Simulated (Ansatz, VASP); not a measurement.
## Two plane-wave programs on TiAl3

Contents of INCAR:

```
SYSTEM = TiAl3
ALGO = Normal ; EDIFF = 1E-7
ENCUT = 520 ; GGA = PS
ISIF = 2 ; ISMEAR = -1
LASPH = .True. ; LCHARG = .False.
LREAL = .False. ; LWAVE = .False.
NBANDS = 18 ; NELM = 80
PREC = Accurate ; SIGMA = 0.05
```

The input KPOINTS:

```
k-points
0
Gamma
  9 6 6
  0 0 0
```

Contents of POSCAR:

```
TiAl3
1.0
    2.7817081424      0.0000000000      0.0000000000
    0.0000000000      4.5857011856      0.0000000000
    0.0000000000      0.0000000000      4.8006987856
Ti Al
1 3
Direct
    0.0000000000      0.5000000000      0.1659160000
    0.0000000000      0.0000000000      0.8359000000
    0.5000000000      0.0000000000      0.3309120000
    0.5000000000      0.5000000000      0.6672710000
```

The input input.yaml:

```yaml
crystal:
  lattice:
    - [2.7817081424, 0.0, 0.0]
    - [0.0, 4.5857011856, 0.0]
    - [0.0, 0.0, 4.8006987856]
  atoms:
    - { symbol: Ti, position: [0.0, 0.5, 0.165916] }
    - { symbol: Al, position: [0.0, 0.0, 0.8359] }
    - { symbol: Al, position: [0.5, 0.0, 0.330912] }
    - { symbol: Al, position: [0.5, 0.5, 0.667271] }
hamiltonian:
  xc: pbesol
  pseudopotentials: { kind: paw }
kpoints:
  mp_grid: { grid: [9, 6, 6] }
scf:
  occupations: { method: fermi_dirac, width: 0.05 }
output:
  forces: true
  stress: true
  eigenvalues: true
```

Change from the starting cell: volume scaled by 0.94.

Alike in both runs: task single point; functional PBEsol; k mesh 9 × 6 × 6; occupations fermi-dirac, width 0.05 eV; no spin polarisation.

|  | VASP | Ansatz |
| --- | --- | --- |
| version | VASP 6.6.1 | Ansatz 0.2.0 |
| potentials or method | VASP PAW PBE potentials, release 64 (Ti_sv, Al) | Ansatz PAW |
| plane-wave cutoff (eV) | 520 | 420 |
| valence electrons in the cell | 21 | 21 |

```csv
,VASP,Ansatz,Ansatz less VASP
gap on the k mesh at the Fermi level (eV),none,none,-
pressure (GPa),4.3,4.3,-0.08
largest component of the traceless stress (GPa),2.29,2.28,-0.012
rms of the force components (eV/Å),0.018,0.018,-0.0002
```

Atom by atom the forces differ by 0.001 eV/Å (rms over components). A gap of «none» marks a metal or a gap that the smearing closes. The functional is the same, so the differences come from potentials, cutoffs and numerics.

Caveats: the PAW data sets were made with another functional, which shifts forces and pressure a little (VASP); the PAW data sets come from PBE, with cores solved anew for the run's functional, which leaves a small shift of forces and pressure (Ansatz).
